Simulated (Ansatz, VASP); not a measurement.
# Two plane-wave programs on InSb

INCAR

```
PREC = Accurate ; ENCUT = 520
EDIFF = 1E-8 ; ISMEAR = -1
SIGMA = 0.05 ; LREAL = F
LASPH = T ; NELM = 80
ALGO = Normal ; ISIF = 2
LWAVE = F ; LCHARG = F
GGA = PS ; LEFG = T
NBANDS = 16
```

Contents of KPOINTS:

```
Automatic mesh
0
Gamma
  9 9 9
```

The input POSCAR:

```
InSb
1.0
    0.0000000000      3.3026278931      3.3026278931
    3.3026278931      0.0000000000      3.3026278931
    3.3026278931      3.3026278931      0.0000000000
In Sb
1 1
Direct
    0.0000000000      0.0000000000      0.0000000000
    0.7500000000      0.7500000000      0.7500000000
```

Input for Ansatz:

```yaml
crystal:
  lattice:
    - [0.0, 3.3026278931, 3.3026278931]
    - [3.3026278931, 0.0, 3.3026278931]
    - [3.3026278931, 3.3026278931, 0.0]
  atoms:
    - { symbol: In, position: [0.0, 0.0, 0.0] }
    - { symbol: Sb, position: [0.75, 0.75, 0.75] }
kpoints:
  mp_grid: { grid: [9, 9, 9] }
scf:
  occupations: { method: fermi_dirac, width: 0.05 }
hamiltonian:
  xc: pbesol
  pseudopotentials: { kind: paw }
output:
  forces: true
  stress: true
  eigenvalues: true
  efg: { contact_densities: true }
```

Change from the starting cell: volume scaled by 1.06, PAW files.

Alike in both runs: task electric field gradients; functional PBEsol; k mesh 9 × 9 × 9; occupations fermi-dirac, width 0.05 eV; no spin polarisation.

|  | VASP | Ansatz |
| --- | --- | --- |
| version | VASP 6.6.1 | Ansatz 0.2.0 |
| potentials or method | VASP PAW PBE potentials, release 64 (In_d, Sb) | PAW with Ansatz's default frozen-core files, scalar-relativistic |
| plane-wave cutoff (eV) | 520 | 420 |
| valence electrons in the cell | 18 | 28 |

|  | VASP | Ansatz | Ansatz less VASP |
| --- | --- | --- | --- |
| pressure (GPa) | -1.5 | -1.5 | -0.01 |
| Vzz of the field gradient on the site that differs most (V/Å²) | 0.0 | 0.0 | 0.00 |

With one functional, cell and mesh, what is left measures potentials, basis and numerics. The two sets of potentials don't hold the same shells in valence. Ansatz warned: «gradients_without_spin_orbit».

Caveats: the PAW data sets were made with another functional, which shifts forces and pressure a little (VASP). The runs have no spin-orbit coupling, so splittings on Sb are missing.
